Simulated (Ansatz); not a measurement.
A relaxation computed with Ansatz, from input to last step.

```yaml
crystal:
  lattice:
    - [4.0449621843, 0.0, 0.0]
    - [-2.0224810921, 3.503040009, 0.0]
    - [0.0, 0.0, 6.777387456]
  atoms:
    - { symbol: Mg, position: [0.0, 0.0, 0.0] }
    - { symbol: I, position: [0.3333333333, 0.6666666667, 0.7593411095] }
    - { symbol: I, position: [0.6666666667, 0.3333333333, 0.2406588905] }
basis:
  ecutwfc: 420
kpoints:
  mp_grid: { grid: [6, 6, 4] }
hamiltonian:
  xc: pbe
scf:
  occupations: { method: gaussian, width: 0.02 }
output:
  forces: true
  stress: true
  eigenvalues: true
relax:
  adjacent_minimum: "off"
  f_tol: 0.008
  max_steps: 50
  cell: { stress_tol: 0.08, p_target: 4.0 }
```

```bash
ansatz run input.yaml --threads 1 --pin off --max-ram 2560MiB --backend cpu --events-out ev --progress --plain --runs-dir out
```

Method: DFT PBE, scalar-relativistic, plane waves, PAW (Ansatz).

Of 7 frames 7 are shown, positions in Å and forces in eV/Å; the SCF threshold varies from step to step. Steps run on the plane waves of an earlier cell, with a Pulay correction in the pressure. The basis is chosen afresh for the last frame, the zero of the energies, and at times for earlier ones too; energy and pressure can step there, also at an unchanged geometry. Where two frames share a geometry here, they differ by under 2 meV/atom and 0.3 GPa. The relaxation lowers the enthalpy F + PV at the target pressure, so the free energy itself can rise.

```xyz
3
Lattice="4.0450 0.0000 0.0000 -2.0225 3.5030 0.0000 0.0000 0.0000 6.7774" Properties=species:S:1:pos:R:3:forces:R:3 pbc="T T T" step=1 free_energy_over_end_meV_per_atom=-17.31 pressure_GPa=4.00
Mg    0.0000    0.0000    0.0000    0.0000    0.0000    0.0000
I     0.0000    2.3354    5.1463    0.0000    0.0000   -0.4243
I     2.0225    1.1677    1.6310    0.0000    0.0000    0.4243
3
Lattice="3.9787 0.0000 0.0000 -1.9894 3.4457 0.0000 0.0000 0.0000 6.5650" Properties=species:S:1:pos:R:3:forces:R:3 pbc="T T T" step=2 free_energy_over_end_meV_per_atom=31.82 pressure_GPa=3.74
Mg    0.0000    0.0000    0.0000    0.0000    0.0000    0.0000
I     0.0000    2.2971    4.7963    0.0000    0.0000    0.5331
I     1.9894    1.1486    1.7687    0.0000    0.0000   -0.5331
3
Lattice="4.0224 0.0000 0.0000 -2.0112 3.4835 0.0000 0.0000 0.0000 6.6232" Properties=species:S:1:pos:R:3:forces:R:3 pbc="T T T" step=3 free_energy_over_end_meV_per_atom=-6.60 pressure_GPa=3.76
Mg    0.0000    0.0000    0.0000    0.0000    0.0000    0.0000
I     0.0000    2.3223    4.9340    0.0000    0.0000   -0.0017
I     2.0112    1.1612    1.6892    0.0000    0.0000    0.0017
3
Lattice="4.0264 0.0000 0.0000 -2.0132 3.4870 0.0000 0.0000 0.0000 6.5659" Properties=species:S:1:pos:R:3:forces:R:3 pbc="T T T" step=4 free_energy_over_end_meV_per_atom=-2.41 pressure_GPa=3.94
Mg    0.0000    0.0000    0.0000    0.0000    0.0000    0.0000
I     0.0000    2.3247    4.8836    0.0000    0.0000   -0.0008
I     2.0132    1.1623    1.6824    0.0000    0.0000    0.0008
3
Lattice="4.0344 0.0000 0.0000 -2.0172 3.4939 0.0000 0.0000 0.0000 6.5030" Properties=species:S:1:pos:R:3:forces:R:3 pbc="T T T" step=5 free_energy_over_end_meV_per_atom=1.53 pressure_GPa=4.09
Mg    0.0000    0.0000    0.0000    0.0000    0.0000    0.0000
I     0.0000    2.3293    4.8300    0.0000    0.0000   -0.0043
I     2.0172    1.1646    1.6730    0.0000    0.0000    0.0043
3
Lattice="4.0386 0.0000 0.0000 -2.0193 3.4976 0.0000 0.0000 0.0000 6.5035" Properties=species:S:1:pos:R:3:forces:R:3 pbc="T T T" step=6 free_energy_over_end_meV_per_atom=-0.14 pressure_GPa=4.00
Mg    0.0000    0.0000    0.0000    0.0000    0.0000    0.0000
I     0.0000    2.3317    4.8308    0.0000    0.0000    0.0009
I     2.0193    1.1659    1.6727    0.0000    0.0000   -0.0009
3
Lattice="4.0386 0.0000 0.0000 -2.0193 3.4976 0.0000 0.0000 0.0000 6.5035" Properties=species:S:1:pos:R:3:forces:R:3 pbc="T T T" step=7 free_energy_over_end_meV_per_atom=0.00 pressure_GPa=4.00
Mg    0.0000    0.0000    0.0000    0.0000    0.0000    0.0000
I     0.0000    2.3317    4.8308    0.0000    0.0000    0.0010
I     2.0193    1.1659    1.6727    0.0000    0.0000   -0.0010
```

Time: 26 s on 1 thread of Arm Neoverse V1, on a shared host, peak memory 0.37 GiB.

The cell holds layers, and where no dispersion correction was added their binding is poorly described.